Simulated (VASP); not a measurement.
# BeTe in VASP: one cell, several levels of theory

What does VASP give for zincblende BeTe, under +4.0 % equal strain in all directions, the cell held fixed? Runs: PBE, r2SCAN.

The runs shown are made with VASP 6.6.1. PAW datasets, plane waves. Calculated at 0 K for a non-magnetic cell.

### Step 1. The cell

The cell comes from an earlier relaxation with r2SCAN in another program.

It is cubic, F-43m (No. 216); a = 5.884 Å in the conventional setting, 25.46 Å³ an atom. Near Be stand 4 Te at 2.55 Å; near Te stand 4 Be at 2.55 Å.

As a file:

```xyz
2
Lattice="0.0000 2.9418 2.9418 2.9418 0.0000 2.9418 2.9418 2.9418 0.0000" Properties=species:S:1:pos:R:3 pbc="T T T"
Be    0.0000    0.0000    0.0000
Te    1.4709    1.4709    1.4709
```

### Step 2. Single point with PBE

INCAR

```
ENCUT = 520.000000
SIGMA = 0.020000
EDIFF = 1.00e-07
GGA = PE
PREC = Accurate
IBRION = -1
ISIF = 2
ISMEAR = -1
NBANDS = 11
NELM = 120
NSW = 0
LASPH = .TRUE.
LCHARG = .FALSE.
LWAVE = .FALSE.
LREAL = .FALSE.
```

KPOINTS

```
KPOINTS created by Atomic Simulation Environment
0
Gamma
8 8 8
0 0 0
```

KPOINTS_OPT

```
special points
7
Reciprocal
0.0000000000 0.0000000000 0.0000000000 1
-0.5000000000 -0.5000000000 0.0000000000 1
-0.3750000000 -0.3750000000 0.2500000000 1
-0.3750000000 0.0000000000 0.3750000000 1
0.0000000000 0.0000000000 0.5000000000 1
-0.5000000000 -0.2500000000 0.2500000000 1
0.0000000000 0.5000000000 0.5000000000 1
```

POSCAR

```
Be Te
 1.0000000000000000
     0.0000000000000000    2.9417685704999998    2.9417685704999998
     2.9417685704999998    0.0000000000000000    2.9417685704999998
     2.9417685704999998    2.9417685704999998    0.0000000000000000
 Be  Te
   1   1
Cartesian
  0.0000000000000000  0.0000000000000000  0.0000000000000000
  1.4708842852499999  1.4708842852499999  1.4708842852499999
```

The run uses the recommended PBE PAW datasets (8 valence electrons a neutral cell).

Command:

```console
$ mpirun -np 1 vasp_std
```

### Step 3. r2SCAN

INCAR

```
ENCUT = 520.000000
SIGMA = 0.010000
EDIFF = 1.00e-07
ALGO = Normal
METAGGA = R2SCAN
PREC = Accurate
IBRION = -1
ISIF = 2
ISMEAR = 0
NBANDS = 11
NELM = 120
NSW = 0
LASPH = .TRUE.
LCHARG = .TRUE.
LELF = .TRUE.
LWAVE = .FALSE.
LREAL = .FALSE.
```

KPOINTS is that of step 2.

KPOINTS_OPT is that of step 2.

POSCAR is that of step 2.

Before running it: what results should come out? Wanted: for each run, gap; pressure.

As calculated:

```
 level  gap (eV)  pressure (GPa)
   PBE      2.26           -5.04
r2SCAN      2.62           -5.48
```

In words: The gap spans 2.26 eV (PBE) to 2.62 eV (r2SCAN). Spin-orbit coupling is left out, though the cell holds Te (Z = 52); in an element this heavy it can shift bands and gaps by tenths of an eV.
